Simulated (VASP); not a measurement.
# V (P6_3/mmc) in VASP: notebook

Runs on V. Level: PBE. Tasks: single point.

Program: VASP 6.6.1. These are calculated values, not measurements. Logs are shortened: lines on timing, memory, paths and dates and some standing lists are left out, and cuts for length are marked.

## (1) The structure

The structure is hexagonal, space group P6_3/mmc (No. 194). The conventional cell has a = 2.604 Å, b = 2.604 Å, c = 4.723 Å, α = 90.00°, β = 90.00°, γ = 120.00°. Around V (site symmetry -6m2) lie 12 V at 2.60 to 2.80 Å.

This isn't the form of V at room conditions, which is bcc.

## (2) Single point, PBE, collinear spin, ferromagnetic start

The input, INCAR:

```
  PREC = Accurate
  ENCUT = 460
  EDIFF = 1E-6
  ISMEAR = -1
  SIGMA = 0.1
  LREAL = F
  LASPH = T
  NELM = 100
  ALGO = Normal
  ISIF = 2
  LWAVE = F
  LCHARG = F
  ISPIN = 2
  MAGMOM = 2 2
  LORBIT = 11
  LMAXMIX = 4
  GGA = PE
  ADDGRID = F
```

The input, KPOINTS:

```
Automatic mesh
0
Gamma
  18 18 9
```

The input, POSCAR:

```
V
1.0
    2.6042941027      0.0000000000      0.0000000000
   -1.3021470513      2.2553848518      0.0000000000
    0.0000000000      0.0000000000      4.7233360000
V
2
Direct
    0.3610050000      0.6924900000      0.2406650000
    0.6997010000      0.3498080000      0.7667620000
```

Potentials or basis: VASP PAW PBE potentials, release 64 (V_sv).

Command:

```sh
> cat potpaw_PBE.64/V_sv/POTCAR > POTCAR
> mpirun -np 1 vasp_std > vasp.out
```

OUTCAR:

```text
PREC = Accurate
   ENCUT = 460
   EDIFF = 1E-6
   ISMEAR = -1
   LREAL = F
   LASPH = T
   NELM = 100
   ISIF = 2
   ISPIN = 2
   LORBIT = 11
   GGA = PE

 Found   1460 irreducible k-points:

 Following reciprocal coordinates:
            Coordinates               Weight
  0.000000  0.000000  0.000000      1.000000
  0.055556 -0.000000  0.000000      2.000000
  0.000000  0.055556  0.000000      2.000000
 -0.055556  0.055556  0.000000      2.000000
  0.111111 -0.000000  0.000000      2.000000
  0.000000  0.111111  0.000000      2.000000
   k-points           NKPTS =   1460   k-points in BZ     NKDIM =   1460   number of bands    NBANDS=     19
   number of dos      NEDOS =    301   number of ions     NIONS =      2
   total plane-waves  NPLWV =  11664
   dimension x,y,z NGX =    18 NGY =   18 NGZ =   36
   dimension x,y,z NGXF=    36 NGYF=   36 NGZF=   72
   ions per type =               2
   NGX,Y,Z   is equivalent  to a cutoff of  11.49, 11.49, 12.67 a.u.
   NGXF,Y,Z  is equivalent  to a cutoff of  22.98, 22.98, 25.34 a.u.
 SYSTEM =  unknown system
   PREC   = accura    normal or accurate (medium, high low for compatibility)
   ISTART =      0    job   : 0-new  1-cont  2-samecut
   ICHARG =      2    charge: 1-file 2-atom 10-const
   ISPIN  =      2    spin polarized calculation?
   LNONCOLLINEAR =      F non collinear calculations
   LSORBIT =      F    spin-orbit coupling
   LASPH  =      T    aspherical Exc in radial PAW
   ENCUT  =  460.0 eV  33.81 Ry    5.81 a.u.   4.55  4.55  8.26*2*pi/ulx,y,z
   NELM   =    100;   NELMIN=  2; NELMDL= -5     # of ELM steps
   EDIFF  = 0.1E-05   stopping-criterion for ELM
   LREAL  =      F    real-space projection
   EDIFFG = 0.1E-04   stopping-criterion for IOM
   NSW    =      0    number of steps for IOM
   IBRION =     -1    ionic relax: 0-MD 1-quasi-New 2-CG
   NFREE  =      0    steps in history (QN), initial steepest desc. (CG)
   ISIF   =      2    stress and relaxation
   ISYM   =      2    0-nonsym 1-usesym 2-fastsym
   POTIM  = 0.5000    time-step for ionic-motion
   TEBEG  =    0.0;   TEEND  =   0.0 temperature during run
   PSTRESS=    0.0 pullay stress
   NELECT =      26.0000    total number of electrons
   NUPDOWN=      -1.0000    fix difference up-down
   EMIN   =  10.00;   EMAX   =-10.00  energy-range for DOS
   EFERMI =   0.00;   METHOD = LEGACY
   ISMEAR =    -1;   SIGMA  =   0.10  broadening in eV -4-tet -1-fermi 0-gaus
   EFERMI_NEDOS =   21; number of points for ismear=-14 and -15
   IALGO  =     38    algorithm
   IMIX   =      4    mixing-type and parameters
     AMIX     =   0.40;   BMIX     =  1.00
     AMIX_MAG =   1.60;   BMIX_MAG =  1.00
  volume/ion in A,a.u.               =      13.87        93.61
  Fermi-wavevector in a.u.,A,eV,Ry     =   1.602062  3.027459 34.920768  2.566604
  Thomas-Fermi vector in A             =   2.698942
   LORBIT       =     11    0 simple, 1 ext, 2 COOP (PROOUT), +10 PAW based schemes
   GGA     = PE    functional components
   LHFCALC =     F    Hartree Fock is set to
   AEXX    =    0.0000 exact exchange contribution
   IVDW    =     0    specifies the selected vdW correction
   LEPSILON=     F    determine dielectric tensor
   LRPA    =     F    only Hartree local field effects (RPA)
 spin polarized calculation
  energy-cutoff  :      460.00
  volume of cell :       27.74
 maximum number of plane-waves:       647
   NGX =  9   NGY =  9   NGZ = 17

 number of electron      25.9999995 magnetization       0.0011519

 Free energy of the ion-electron system (eV)
  ---------------------------------------------------
  ext. energy  EPLUGINS =         0.00000000
  ---------------------------------------------------
  free energy    TOTEN  =       -17.46333316 eV

  energy without entropy =      -17.34661083  energy(sigma->0) =      -17.40497200

 E-fermi :   9.7046     XC(G=0): -12.7192

 val. band max:        9.7043123997   @ k =   0.3333  -0.3333   0.2222
 cond. band min:       9.7046687063   @ k =  -0.1111   0.1111   0.3333
 fundamental gap:      0.0003563066
 Fermi energy:         9.7046356072

 spin component 1

 k-point     1 :       0.0000    0.0000    0.0000
  band No.  band energies     occupation
      1     -54.3260      1.00000
      2     -54.2084      1.00000
      3     -28.4396      1.00000
      4     -27.7787      1.00000
      5     -27.6583      1.00000
      6     -27.6559      1.00000
[... 11 lines left out ...]
     18      11.5779      0.00000
     19      12.5513      0.00000

 k-point     2 :       0.0556   -0.0000    0.0000
  band No.  band energies     occupation
      1     -54.3204      1.00000
      2     -54.2044      1.00000
      3     -28.4314      1.00000
      4     -27.7808      1.00000
      5     -27.6827      1.00000
      6     -27.6637      1.00000
[... 11 lines left out ...]
     18      11.5161      0.00000
     19      12.5912      0.00000

 k-point     3 :       0.0000    0.0556    0.0000
  band No.  band energies     occupation
      1     -54.3204      1.00000
      2     -54.2044      1.00000
      3     -28.4313      1.00000
      4     -27.7808      1.00000
      5     -27.6829      1.00000
      6     -27.6635      1.00000
[... 11 lines left out ...]
     18      11.5200      0.00000
     19      12.5823      0.00000

 k-point     4 :      -0.0556    0.0556    0.0000
  band No.  band energies     occupation
      1     -54.3205      1.00000
      2     -54.2044      1.00000
      3     -28.4316      1.00000
      4     -27.7805      1.00000
      5     -27.6813      1.00000
      6     -27.6652      1.00000
[... 11 lines left out ...]
     18      11.4801      0.00000
     19      12.6541      0.00000

 k-point     5 :       0.1111   -0.0000    0.0000
  band No.  band energies     occupation
      1     -54.3041      1.00000
      2     -54.1928      1.00000
      3     -28.4065      1.00000
      4     -27.7943      1.00000
      5     -27.7468      1.00000
      6     -27.6948      1.00000
[... 11 lines left out ...]
     18      11.3757      0.00000
     19      12.6329      0.00000

 k-point     6 :       0.0000    0.1111    0.0000
  band No.  band energies     occupation
      1     -54.3040      1.00000
      2     -54.1928      1.00000
      3     -28.4064      1.00000
      4     -27.7946      1.00000
      5     -27.7467      1.00000
      6     -27.6936      1.00000
[... 11 lines left out ...]
     18      11.3816      0.00000
     19      12.6247      0.00000

 [... further k-points ...]

 Fermi energy:         9.7046356072

 spin component 2

 k-point     1 :       0.0000    0.0000    0.0000
  band No.  band energies     occupation
      1     -54.3255      1.00000
      2     -54.2080      1.00000
      3     -28.4391      1.00000
      4     -27.7782      1.00000
      5     -27.6578      1.00000
      6     -27.6554      1.00000
[... 11 lines left out ...]
     18      11.5782      0.00000
     19      12.5517      0.00000

 k-point     2 :       0.0556   -0.0000    0.0000
  band No.  band energies     occupation
      1     -54.3200      1.00000
      2     -54.2040      1.00000
      3     -28.4309      1.00000
      4     -27.7803      1.00000
      5     -27.6822      1.00000
      6     -27.6632      1.00000
[... 11 lines left out ...]
     18      11.5164      0.00000
     19      12.5915      0.00000

 k-point     3 :       0.0000    0.0556    0.0000
  band No.  band energies     occupation
      1     -54.3200      1.00000
      2     -54.2040      1.00000
      3     -28.4309      1.00000
      4     -27.7804      1.00000
      5     -27.6824      1.00000
      6     -27.6631      1.00000
[... 11 lines left out ...]
     18      11.5203      0.00000
     19      12.5827      0.00000

 k-point     4 :      -0.0556    0.0556    0.0000
  band No.  band energies     occupation
      1     -54.3200      1.00000
      2     -54.2039      1.00000
      3     -28.4311      1.00000
      4     -27.7800      1.00000
      5     -27.6808      1.00000
      6     -27.6647      1.00000
[... 11 lines left out ...]
     18      11.4804      0.00000
     19      12.6545      0.00000

 k-point     5 :       0.1111   -0.0000    0.0000
  band No.  band energies     occupation
      1     -54.3036      1.00000
      2     -54.1924      1.00000
      3     -28.4061      1.00000
      4     -27.7938      1.00000
      5     -27.7463      1.00000
      6     -27.6943      1.00000
[... 11 lines left out ...]
     18      11.3760      0.00000
     19      12.6332      0.00000

 k-point     6 :       0.0000    0.1111    0.0000
  band No.  band energies     occupation
      1     -54.3036      1.00000
      2     -54.1924      1.00000
      3     -28.4059      1.00000
      4     -27.7941      1.00000
      5     -27.7462      1.00000
      6     -27.6931      1.00000
[... 11 lines left out ...]
     18      11.3819      0.00000
     19      12.6251      0.00000

 [... further k-points ...]
[... 5 lines left out ...]
  --------------------------------------------------------------------------------------
  -------------------------------------------------------------------------------------
  Total        0.1191555      0.2927453      0.0587844      0.1073559      0.0410644     -0.0518252
  in kB        6.8812125     16.9060034      3.3947916      6.1997872      2.3714616     -2.9928995
  external PRESSURE =       9.0606692 kB  Pullay stress =       0.0000000 kB

 VOLUME and BASIS-vectors are now :
 -----------------------------------------------------------------------------
  energy-cutoff  :      460.00
  volume of cell :       27.74
      direct lattice vectors                 reciprocal lattice vectors
     2.604294103  0.000000000  0.000000000     0.383981210  0.221691655  0.000000000
    -1.302147051  2.255384852  0.000000000     0.000000000  0.443383310  0.000000000
     0.000000000  0.000000000  4.723336000     0.000000000  0.000000000  0.211714771

 POSITION                                       TOTAL-FORCE (eV/Angst)
 -----------------------------------------------------------------------------------
      0.03844      1.56183      1.13674        -0.044686      0.033477      1.182225
      1.36673      0.78895      3.62167         0.044686     -0.033477     -1.182225
 -----------------------------------------------------------------------------------
    total drift:                                0.000036     -0.000007      0.000120

  FREE ENERGIE OF THE ION-ELECTRON SYSTEM (eV)
  ---------------------------------------------------
  free  energy   TOTEN  =       -17.4633331594 eV

  energy  without entropy=      -17.3466108311  energy(sigma->0) =      -17.40497200

 total charge

# of ion       s       p       d       tot
------------------------------------------
    1        2.345   6.212   3.081  11.639
    2        2.345   6.212   3.081  11.639
--------------------------------------------------
tot          4.691  12.424   6.163  23.277

 magnetization (x)

# of ion       s       p       d       tot
------------------------------------------
    1        0.000   0.000   0.000   0.000
    2        0.000   0.000   0.000   0.000
--------------------------------------------------
tot          0.000   0.000   0.001   0.001
```

It took 12 min on 1 thread of Intel Xeon Platinum 8488C (Sapphire Rapids), shared host; peak memory 0.88 GiB.

These settings aren't checked as converged: the numbers below hold their error.

Results:

* Free energy: -17.4633 eV
* Pressure: 0.9 GPa
* Largest force: 1.184 eV/Å
* Band gap on the k mesh: none (metal or under the smearing width)
* Net moment: 0.00 μB per cell
* Valence electrons inside the program's atomic spheres: V 11.64

## (3) Single point, PBE, collinear spin, ferromagnetic start

Edit INCAR of step 2 so:

```diff
@@ -1,5 +1,5 @@
   PREC = Accurate
-  ENCUT = 460
+  ENCUT = 520
   EDIFF = 1E-6
-  ISMEAR = -1
+  ISMEAR = 0
   SIGMA = 0.1
```

KPOINTS is that of step 2.

The input, POSCAR:

```
V
1.0
    2.6042941027      0.0000000000      0.0000000000
   -1.3021470513      2.2553848518      0.0000000000
    0.0000000000      0.0000000000      4.7233360000
V
2
Direct
    0.3333333333      0.6666666667      0.2500000000
    0.6666666667      0.3333333333      0.7500000000
```

Potentials or basis: VASP PAW PBE potentials, release 64 (V_sv).

Command:

```sh
> cat potpaw_PBE.64/V_sv/POTCAR > POTCAR
> mpirun -np 1 vasp_std > vasp.out
```

OUTCAR:

```text
PREC = Accurate
   ENCUT = 520
   EDIFF = 1E-6
   ISMEAR = 0
   LREAL = F
   LASPH = T
   NELM = 100
   ISIF = 2
   ISPIN = 2
   LORBIT = 11
   GGA = PE

 Found    185 irreducible k-points:

 Following reciprocal coordinates:
            Coordinates               Weight
  0.000000  0.000000  0.000000      1.000000
  0.055556 -0.000000  0.000000      6.000000
  0.111111 -0.000000  0.000000      6.000000
  0.166667 -0.000000  0.000000      6.000000
  0.222222 -0.000000  0.000000      6.000000
  0.277778 -0.000000  0.000000      6.000000
[... 357 lines left out ...]
  external PRESSURE =      -2.0080061 kB  Pullay stress =       0.0000000 kB

 VOLUME and BASIS-vectors are now :
 -----------------------------------------------------------------------------
  energy-cutoff  :      520.00
  volume of cell :       27.74
      direct lattice vectors                 reciprocal lattice vectors
     2.604294103  0.000000000  0.000000000     0.383981210  0.221691655  0.000000000
    -1.302147051  2.255384852  0.000000000     0.000000000  0.443383310  0.000000000
     0.000000000  0.000000000  4.723336000     0.000000000  0.000000000  0.211714771

 POSITION                                       TOTAL-FORCE (eV/Angst)
 -----------------------------------------------------------------------------------
     -0.00000      1.50359      1.18083         0.000000     -0.000000      0.000000
      1.30215      0.75179      3.54250        -0.000000      0.000000      0.000000
 -----------------------------------------------------------------------------------
    total drift:                                0.000000     -0.000000      0.000000

  FREE ENERGIE OF THE ION-ELECTRON SYSTEM (eV)
  ---------------------------------------------------
  free  energy   TOTEN  =       -17.4869534106 eV

  energy  without entropy=      -17.4701031516  energy(sigma->0) =      -17.47852828

 total charge

# of ion       s       p       d       tot
------------------------------------------
    1        2.343   6.210   3.075  11.627
    2        2.343   6.210   3.075  11.627
--------------------------------------------------
tot          4.686  12.419   6.149  23.254

 magnetization (x)

# of ion       s       p       d       tot
------------------------------------------
    1       -0.000  -0.000  -0.000  -0.000
    2       -0.000  -0.000  -0.000  -0.000
--------------------------------------------------
tot         -0.000  -0.000  -0.000  -0.000
```

Run time: 2 min. Hardware: 1 thread of Intel Xeon Platinum 8488C (Sapphire Rapids), shared host; peak memory 0.25 GiB.

The run converged, but some of its settings lie outside the range that counts as converged, so its numbers aren't taken as properties of the crystal.

Results:

| Quantity | Value |
| --- | --- |
| Free energy | -17.4870 eV |
| Pressure | -0.2 GPa |
| Band gap on the k mesh | none (metal or under the smearing width) |
| Net moment | 0.00 μB per cell |
| Valence electrons inside the program's atomic spheres | V 11.63 |

## (4) For comparison

An earlier run on the cell as given: functional PBE; potentials or basis VASP PAW PBE potentials, release 64 (V_sv); cutoff 520 eV; k mesh 12 × 12 × 6; occupations fermi-dirac, width 0.05 eV; collinear spin, ferromagnetic start; starting moments [2.0, 2.0] μB.

- Pressure: -0.3 GPa
- Band gap on the k mesh: none (metal or under the smearing width)
- Net moment: 0.00 μB per cell
- Valence electrons inside the program's atomic spheres: V 11.63
